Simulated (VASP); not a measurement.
Write the native input for VASP 6.6.1 that does the following.

```
Task                   : relaxation of cell and atoms
Functional             : PBEsol
Potentials or basis    : VASP PAW PBE potentials, release 64 (Zn, S)
Cutoff                 : 600 eV
k mesh                 : 9 × 9 × 5
Occupations            : gaussian, width 0.03 eV
Spin                   : no spin polarisation
Further INCAR settings : ALGO = Normal; EDIFF = 1e-07; IBRION = 2; EDIFFG = -0.005; NSW = 90; ISIF = 3
```

The structure of ZnS lies in POSCAR:

```
ZnS                                     
1.0
    3.7852664413     -0.0000000000      0.0000000000
   -1.8926332206      3.2781368978     -0.0000000000
    0.0000000000     -0.0000000000      6.2109768232
  Zn              S             
     2     2
Direct
     0.3333333300000021    0.6666666699999979    0.0004459166096637
     0.6666666699999979    0.3333333300000021    0.5004459166096635
     0.3333333300000021    0.6666666699999979    0.3745540833903364
     0.6666666699999979    0.3333333300000021    0.8745540833903362
```

The cell was built by a generator and needn't be a form met in nature.

The input as run:

INCAR

```
PREC = Accurate ; ENCUT = 600
EDIFF = 1E-7 ; ISMEAR = 0
SIGMA = 0.03 ; LREAL = False
LASPH = True ; NELM = 80
ALGO = Normal ; ISIF = 3
LWAVE = False ; LCHARG = False
GGA = PS ; IBRION = 2
NSW = 90 ; EDIFFG = -0.005
```

KPOINTS

```
Automatic mesh
0
Gamma
  9 9 5
```

Potentials or basis: VASP PAW PBE potentials, release 64 (Zn, S).

Run with:

```sh
$ cat potpaw_PBE.64/Zn/POTCAR potpaw_PBE.64/S/POTCAR > POTCAR
$ mpirun -np 1 vasp_std > vasp.out
```

Results of the run:

* Relaxed volume: 19.27 Å³/atom
* Relaxed cell: a = 3.785 Å, b = 3.785 Å, c = 6.213 Å, α = 90.00°, β = 90.00°, γ = 120.00°
* Space group after relaxing (to 0.05 Å): P6_3mc (No. 186)
* Energy gained by relaxing: 0.0 meV/atom
* Ionic steps: 2
* Pressure after relaxing: 0.0 GPa
* Band gap on the k mesh: 2.15 eV, direct

Caveat: the PAW data sets were made with another functional, which shifts forces and pressure a little.

Wall time 120 s on 1 thread of Intel(R) Xeon(R) Platinum 8175M CPU @ 2.50GHz (Skylake/Cascade Lake), with other jobs on the host, peak memory 0.24 GiB.
